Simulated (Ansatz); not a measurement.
Runs of Ansatz 0.2.0 on Si. It takes space group I4_1/amd (No. 141, tetragonal). Conventional cell: a = 4.743 Å, b = 4.743 Å, c = 2.659 Å, α = 90.00°, β = 90.00°, γ = 90.00°. Si (site symmetry -4m2) has 6 Si at 2.46 to 2.66 Å as nearest neighbours. This isn't the form of Si at room conditions, which is diamond.

| task | level | cell | k mesh | atoms under strain | points for each segment of the path | gap on the mesh (eV) | pressure (GPa) | relaxed volume (Å³/atom) |
| --- | --- | --- | --- | --- | --- | --- | --- | --- |
| relaxation of cell and atoms | BLYP+D3(BJ) | relaxed | 11 × 11 × 11 | - | - | none | 0.0 | 14.96 |
| relaxation of cell and atoms | revPBE+D3(BJ) | relaxed | 11 × 11 × 11 | - | - | none | 0.0 | (a) |
| phonons | PBEsol | as given | 8 × 8 × 8 | - | - | none | - | - |
| elastic constants | PBEsol | as given | 8 × 8 × 8 | relaxed | - | none | (d) | - |
| relaxation of cell and atoms | RPBE+D3(BJ) | relaxed | 11 × 11 × 11 | - | - | none | 0.0 | 12.82 |
| relaxation of cell and atoms | PBEsol+D3(BJ) | relaxed | 11 × 11 × 11 | - | - | none | 0.0 | (c) |
| relaxation of cell and atoms | LDA | relaxed | 11 × 11 × 11 | - | - | none | 0.0 | 14.79 |
| relaxation of cell and atoms | RPBE+D4 | relaxed | 11 × 11 × 11 | - | - | none | 0.0 | 14.37 |
| band structure | PBEsol | as given | 11 × 11 × 11 | - | 14 | none | (b) | - |
| band structure | LDA | as given | 11 × 11 × 11 | - | 14 | none | -0.9 | - |
| relaxation of cell and atoms | revPBE+D4 | relaxed | 11 × 11 × 11 | - | - | none | 0.0 | 14.47 |
| relaxation of cell and atoms | PBEsol+D4 | relaxed | 11 × 11 × 11 | - | - | none | 0.0 | 14.67 |

Alike in all rows: potentials or basis Ansatz PAW; no spin polarisation; cutoff (eV) 420; smearing fermi-dirac 0.05 eV.

Problem. Fill in the values left out.

Solution. (a) 14.36; (b) 0.7; (c) 14.49; (d) 0.9.

Caveats: the PAW data sets come from PBE, with cores solved anew for the run's functional, which leaves a small shift of forces and pressure; the plane-wave basis is chosen anew once the cell has moved, so the energies of steps on either side of that aren't comparable (some runs); pairwise dispersion overbinds metals, which lowers pressure and volume (some runs); the elastic tensor has a negative eigenvalue, so either the cell is unstable as it stands or the mesh is too thin (some runs).

A gap of «none» marks a metal or a gap under the smearing width.

Runs at the PBE level aren't shown here.
